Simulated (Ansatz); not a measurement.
# CuI (Marshite) (F-43m) in Ansatz: further runs, part 2 of 3

Ansatz 0.2.0.

### 3 Band structure, HSE06

Contents of input.yaml:

```yaml
crystal:
  lattice:
    - [0.0, 3.0315, 3.0315]
    - [3.0315, 0.0, 3.0315]
    - [3.0315, 3.0315, 0.0]
  atoms:
    - { symbol: I, position: [0.0, 0.0, 0.0] }
    - { symbol: Cu, position: [0.75, 0.75, 0.75] }
hamiltonian:
  xc: hse06
  pseudopotentials: { kind: paw }
kpoints:
  mp_grid: { grid: [4, 4, 4] }
  band_path:
    path:
      - [[0.0, 0.0, 0.0], [0.5, 0.0, 0.5], [0.5, 0.25, 0.75], [0.375, 0.375, 0.75], [0.0, 0.0, 0.0], [0.5, 0.5, 0.5], [0.625, 0.25, 0.625], [0.5, 0.25, 0.75], [0.5, 0.5, 0.5], [0.375, 0.375, 0.75]]
      - [[0.625, 0.25, 0.625], [0.5, 0.0, 0.5]]
    npoints: 4
scf:
  occupations: { method: fermi_dirac, width: 0.05 }
  n_extra_bands: 6
output:
  forces: true
  stress: true
  eigenvalues: true
  fatbands: false
  write_density: true
  write_potential: true
  elf: true
  volumetric_format: npy
```

Potentials or basis: Ansatz PAW.

Command:

```bash
> ansatz run input.yaml --threads 2 --pin off --max-ram 5632MiB --backend cpu --events-out ev --progress --plain --runs-dir out
```

The log of the run:

```text
Warning: output.stress: scf.convergence.dr2_threshold = 1e-7 eV (the SCF's general default) is looser than the 2e-10 eV advised for a printed stress (1e-10 eV for each atom of the cell: 2). What an SCF threshold leaves in a stress goes as its square root, and in the free energy as the threshold itself, and one threshold admits the most on a small cell: of the crystals measured, under no hybrid functional and no lock of the moments, on runs that ended without the residual-converged pass, on stresses that held no estimate of that error, the worst erred by over 100 MPa in a component at 1e-7 eV an atom and by under 5 at 1e-10. Set scf.convergence.dr2_threshold to 2e-10 eV or tighter. The threshold is an SCF's pass mark: one that does not reach it within its budget of iterations ends unconverged, or closes short of it on a stop that the run arms, and scf.convergence.dr2_threshold's page says what that costs each kind of run
Warning: output.stress: scf.exx.energy_threshold = 1e-6 eV is looser than the 2e-8 eV advised for a stress under a hybrid functional (1e-8 eV for each atom of the cell: 2). Every SCF of the exchange loop can meet its threshold on dr2 while the loop round them stops early: no threshold on dr2 bounds what that leaves in the stress. Set scf.exx.energy_threshold to 2e-8 eV or tighter. The threshold is the loop's pass mark: a loop that does not reach it within its budget of cycles ends unconverged, and scf.exx.energy_threshold's page has the law
Warning: RAYON_NUM_THREADS=2 ignored (pool sized by the plan → 2); use --threads N
scf.n_extra_bands = 6 over 18 filled bands (N_el = 36.0): the run solves 24 bands
Engine: ansatz 0.2.0, x86_64-unknown-linux-gnu
Pseudopotentials: kind: paw
Pseudopotential: I, paw, valence charge 17, recommended cutoff 420 eV (normal), I.paw.azcp
Pseudopotential: Cu, paw, valence charge 19, recommended cutoff 420 eV (normal), Cu.paw.azcp
Functional definition: HSE06
  parameter a = 0.25
  parameter omega = 0.11/bohr
  exchange = pbe_x - a*pbe_x_sr(omega) + a*exact_x_sr(omega)
  correlation = pbe_c
[... 68 lines left out ...]
  E_aug_tail   = 0.000302  (compensation charges beyond the density's cutoff)
  E_ewald      = -4154.131452
  E_core_change = -0.582787  (= ΣΔE_core)
  E_smearing   = -0.000000  (= −TS)
  E_closure    = 0.000001  (closes the sum)
  Σ components = -14142.425949   (vs F -14142.425949, Δ=0.00e0)
--- Forces (eV/Å), atoms counted from 1 ---
  atom   1  I     -0.00000000    -0.00000000     0.00000000
  atom   2  Cu     0.00000000    -0.00000000    -0.00000000
  max |Σ_I F_I| component: 3.70e-17 eV/Å
--- Stress (GPa, compression-positive) ---
        0.804306      -0.000000      -0.000000
        0.000000       0.804306       0.000000
       -0.000000       0.000000       0.804306
  P = ⅓ Tr σ = 0.8043 GPa (8.043 kbar)
--- Band table (eV; the first three rows and the last of 8) ---
  k-point 0: bands = ["-109.3957", "-65.2582", "-65.2582", "-65.2582", "-40.5577", "-40.5577", "-40.5577", "-40.5512", "-40.5512", "-7.5300", "3.1964", "3.1964", "3.1964", "4.6858", "4.6858", "7.1778", "7.1778", "7.1778", "9.8215", "13.5198", "13.5198", "13.5198", "17.0232", "18.4325"]
  k-point 1: bands = ["-109.3958", "-65.2582", "-65.2582", "-65.2580", "-40.5576", "-40.5576", "-40.5576", "-40.5511", "-40.5511", "-7.2411", "2.5060", "3.2554", "3.2554", "4.6767", "4.6767", "5.5169", "6.7442", "6.7442", "10.9583", "14.0964", "14.0964", "14.1130", "17.4455", "17.4455"]
  k-point 2: bands = ["-109.3958", "-65.2581", "-65.2581", "-65.2577", "-40.5576", "-40.5574", "-40.5574", "-40.5510", "-40.5510", "-6.9107", "1.6657", "3.3045", "3.3045", "4.7091", "4.7091", "4.7618", "6.3448", "6.3448", "10.8067", "14.0233", "14.0233", "15.9914", "17.9392", "19.8513"]
  k-point 7: bands = ["-109.3958", "-65.2580", "-65.2580", "-65.2577", "-40.5576", "-40.5574", "-40.5571", "-40.5510", "-40.5509", "-6.6972", "2.2167", "2.5878", "3.3834", "4.6134", "4.7881", "4.7980", "4.9284", "5.4852", "13.0861", "13.3461", "14.7339", "14.9194", "19.2695", "20.7509"]
```

bands.tsv:

```text
# k_distance	band_0	band_1	band_2	band_3	band_4	band_5	band_6	band_7	band_8	band_9	band_10	band_11	band_12	band_13	band_14	band_15	band_16	band_17	band_18	band_19	band_20	band_21	band_22	band_23
[... 60 lines left out ...]
6.560720	-117.923016	-73.785115	-73.785098	-73.784910	-49.085064	-49.084284	-49.084282	-49.078273	-49.077994	-15.228000	-6.867358	-5.162020	-5.120933	-3.837226	-3.767521	-3.675738	-3.298190	-3.267101	2.636522	3.035237	9.251193	9.937955	10.182331	11.851234
6.652318	-117.923033	-73.785112	-73.785112	-73.784916	-49.085089	-49.084276	-49.084276	-49.078280	-49.077990	-15.228215	-6.892129	-5.119284	-5.119284	-3.839639	-3.761438	-3.642951	-3.293160	-3.293160	2.555078	2.932220	9.518873	10.237699	10.237699	11.807741
```

rho_z.tsv:

```text
# z_ang	rho[e/angstrom^3]
# format = ansatz-planar-average/11
# lattice	0.000000000	3.031500000	3.031500000
# lattice	3.031500000	0.000000000	3.031500000
# lattice	3.031500000	3.031500000	0.000000000
# sites	2
# site	53	0.000000000	0.000000000	0.000000000
# site	29	4.547250000	4.547250000	4.547250000
0.000000	1.089117e0
0.142906	1.018562e0
0.285813	8.658556e-1
0.428719	6.639745e-1
0.571625	4.641326e-1
0.714531	3.134643e-1
[... 22 lines left out ...]
4.001376	1.001741e0
4.144282	1.074254e0
```

Wall time 7.1 min (2 threads of Intel Xeon at 2.50GHz (Skylake/Cascade Lake), shared host); peak memory 0.83 GiB.

What came out:

- Free energy: -14142.4259 eV
- Pressure: 0.8 GPa
- Band gap on the k mesh: 2.64 eV, direct
- Band gap along the path: 2.64 eV, direct

Levels at the corners of the path, in eV from the valence-band top:
```tsv
point	band 14	band 15	band 16	band 17	band 18	band 19	band 20	band 21	band 22	band 23
Γ	-2.49	-2.49	0.00	0.00	0.00	2.64	6.34	6.34	6.34	9.85
X	-2.49	-2.41	-2.29	-1.94	-1.94	3.90	4.28	10.87	11.59	11.59
W	-2.56	-2.39	-2.38	-2.25	-1.69	5.91	6.17	7.56	7.74	12.09
K	-2.61	-2.47	-2.32	-2.00	-1.58	4.42	6.09	9.06	9.48	10.05
Γ	-2.49	-2.49	0.00	0.00	0.00	2.64	6.34	6.34	6.34	9.85
L	-2.47	-2.47	-2.42	-0.83	-0.83	3.63	6.85	6.85	8.81	10.76
U	-2.61	-2.47	-2.32	-2.00	-1.58	4.42	6.09	9.06	9.48	10.05
W	-2.56	-2.39	-2.38	-2.25	-1.69	5.91	6.17	7.56	7.74	12.09
L	-2.47	-2.47	-2.42	-0.83	-0.83	3.63	6.85	6.85	8.81	10.76
K	-2.61	-2.47	-2.32	-2.00	-1.58	4.42	6.09	9.06	9.48	10.05
U	-2.61	-2.47	-2.32	-2.00	-1.58	4.42	6.09	9.06	9.48	10.05
X	-2.49	-2.41	-2.29	-1.94	-1.94	3.90	4.28	10.87	11.59	11.59
```

Caveat: the k mesh is coarse (spacing up to 0.45 Å⁻¹), so the values aren't converged, least of all with exact exchange; spin-orbit coupling is left out, which moves the levels of the heavy elements; the PAW data sets come from PBE, with cores solved anew for the run's functional, which leaves a small shift of forces and pressure; the thresholds are loose for stress.

[end of part 2 of 3]
